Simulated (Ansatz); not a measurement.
Runs of Ansatz 0.2.0 on Cd. Symmetry: Im-3m, No. 229, cubic system. Conventional cell: a = 3.569 Å, b = 3.569 Å, c = 3.569 Å, α = 90.00°, β = 90.00°, γ = 90.00°. Cd (site symmetry m-3m) is surrounded by 8 Cd at 3.09 Å. This isn't the form of Cd at room conditions, which is hcp.

```tsv
level	cutoff (eV)	gap on the mesh (eV)	pressure (GPa)
PBE0	420	none	(a)
LDA	420	none	-4.4
r2SCAN0	500	none	-1.9
r2SCAN	500	none	-0.8
PBEsol	420	none	(b)
```

Alike in all rows: task projected density of states; potentials or basis Ansatz PAW; no spin polarisation; cell as given; k mesh 6 × 6 × 6; smearing fermi-dirac 0.05 eV; the mesh is coarse, so values aren't converged.

**Question.** Estimate the missing entries.

**Answer.** (a) -0.7; (b) -2.0.

Caveats: all runs use coarse meshes; the PAW data sets come from PBE, with cores solved anew for the run's functional, which leaves a small shift of forces and pressure; the density of states is complete only up to the lowest level of the last band computed; the thresholds are loose for stress (some runs).

A k mesh can miss the band edges, and the runs leave out spin-orbit coupling on Cd.

A gap of «none» marks a metal or a gap under the smearing width.

Runs at the PBE level aren't shown here.
